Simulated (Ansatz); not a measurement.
Hf, space group Im-3m, cell relaxations under several functionals

Computed with Ansatz 0.2.0 through its Python package.

Typed at the interpreter:
```pycon
>>> import ansatz
>>> import numpy as np
>>> def edges_and_angles(cell):
...     cell = np.asarray(cell)
...     a, b, c = np.linalg.norm(cell, axis=1)
...     cosines = cell[1] @ cell[2] / (b * c), cell[0] @ cell[2] / (a * c), cell[0] @ cell[1] / (a * b)
...     return (a, b, c, *np.degrees(np.arccos(cosines)))
...
>>> vectors = np.array([
...     [-1.805, 1.805, 1.805],
...     [1.805, -1.805, 1.805],
...     [1.805, 1.805, -1.805],
... ])
>>> cell = ansatz.Lattice.of(vectors).atom("Hf", (0.0, 0.0, 0.0))
>>> base = (
...     cell.calculation()
...     .kpoints(9, 9, 9)  # sampling of the Brillouin zone
...     .basis(35 * ansatz.Ry)
...     .occupations(ansatz.OccupationsMethod.FERMI_DIRAC, width=0.05)  # smearing steadies the SCF of a metal
...     .relax(cell=True, force_tolerance=0.01)
... )
>>> levels = [("revpbe", "d3bj"), ("pbe", "none"), ("pbesol", "none"), ("pbe", "d4")]
>>> print("level            a       b       c    alpha   beta  gamma  V/atom  steps")
level            a       b       c    alpha   beta  gamma  V/atom  steps
>>> for name, dispersion in levels:
...     seen = []
...     run = base.functional(name, dispersion=dispersion).session().plan()
...     out = run.execute(on_event=lambda e: seen.append(e) if e["event"] == "relax_step" else None)
...     cell = out.lattice.cell_ang
...     label = name if dispersion == "none" else f"{name}+{dispersion}"
...     print("{:13s} {:7.4f} {:7.4f} {:7.4f} {:6.2f} {:6.2f} {:6.2f}".format(label, *edges_and_angles(cell)), f"{abs(np.linalg.det(cell)) / len(out.lattice.sites):7.3f} {len(seen):5d}")
...
revpbe+d3bj    3.0317  3.0317  3.0317 109.47 109.47 109.47  21.450     5
pbe            3.0721  3.0721  3.0721 109.47 109.47 109.47  22.320     5
pbesol         3.0223  3.0223  3.0223 109.47 109.47 109.47  21.251     5
pbe+d4         3.0562  3.0562  3.0562 109.47 109.47 109.47  21.974     5
```

From smallest to largest: PBEsol (21.25 Å³ an atom, -9.7 % against the start), revPBE+D3BJ (21.45 Å³ an atom, -8.8 % against the start), PBE+D4 (21.97 Å³ an atom, -6.6 % against the start) and PBE (22.32 Å³ an atom, -5.1 % against the start). The spread is 5.0 % in volume.

Reading the output:
- Dispersion corrections can be off by several per cent in the lattices of metals, and by several GPa in the pressure at a fixed cell.
- The mesh is modest for a metal, so energies can be off by several to tens of meV an atom and pressures by half a GPa or more; differences at equal mesh fare better.
- Edges and angles are those of the cell as typed, here a primitive one, not of the conventional cell.
- Spin-orbit coupling, which matters for elements this heavy, is left out.
- This isn't the structure that Hf takes at ambient conditions.
- It ran for 14 s on 1 thread of INTEL(R) XEON(R) PLATINUM 8581C CPU @ 2.10GHz (Emerald Rapids), with other jobs on the host, peak memory 0.42 GiB.

(Lines on the test bed's own set-up are left out of the output.)
